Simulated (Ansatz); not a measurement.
The system is Ga.

```
Ga
1.0
     2.77842    0.00000    0.00000
     0.00000    3.28161    0.00000
    -1.34343    0.00000    3.99027
Ga
2
Direct
  0.13460 0.75000 0.77017
  0.86540 0.25000 0.22983
```

This isn't the form of Ga at room conditions, which is orthorhombic.

```yaml
Program: Ansatz 0.2.0
Task: relaxation of cell and atoms
Functional: PBE
Dispersion: D4
Potentials_or_basis: Ansatz PAW
Cutoff: "420 eV (not typed: the program's choice for these potentials)"
k_mesh: 10 × 8 × 7
Occupations: fermi-dirac, width 0.05 eV
Spin: no spin polarisation
```

At the start: volume 18.19 Å³/atom.

**Question.** Where does the relaxation end?

**Answer.** It ends after 8 steps and the volume is 17.84 Å³/atom (-1.9 %); space group P2_1/m (No. 11, to 0.05 Å).

The path:
```
step  energy change (eV)  largest force (eV/Å)  volume (Å³)
   1              0.0000                0.0858        36.38
   2             -0.0078                0.0187        35.61
   3             -0.0085                0.0078        35.70
   4             -0.0093                0.0048        35.77
   5             -0.0095                0.0024        35.71
   6             -0.0095                0.0018        35.70
   7             -0.0095                0.0007        35.67
   8             -0.0093                0.0007        35.67
```

Final structure:
```yaml
crystal:
  lattice:
    - [2.76429, 0.00000, -0.03807]
    - [0.00000, 3.17130, 0.00000]
    - [-1.39127, 0.00000, 4.08842]
  atoms:
    - { symbol: Ga, position: [0.12561, 0.75000, 0.76760] }
    - { symbol: Ga, position: [0.87439, 0.25000, 0.23240] }
```

Caveat: the plane-wave basis is chosen anew once the cell has moved, so the energies of steps on either side of that aren't comparable; pairwise dispersion overbinds metals, which lowers pressure and volume.
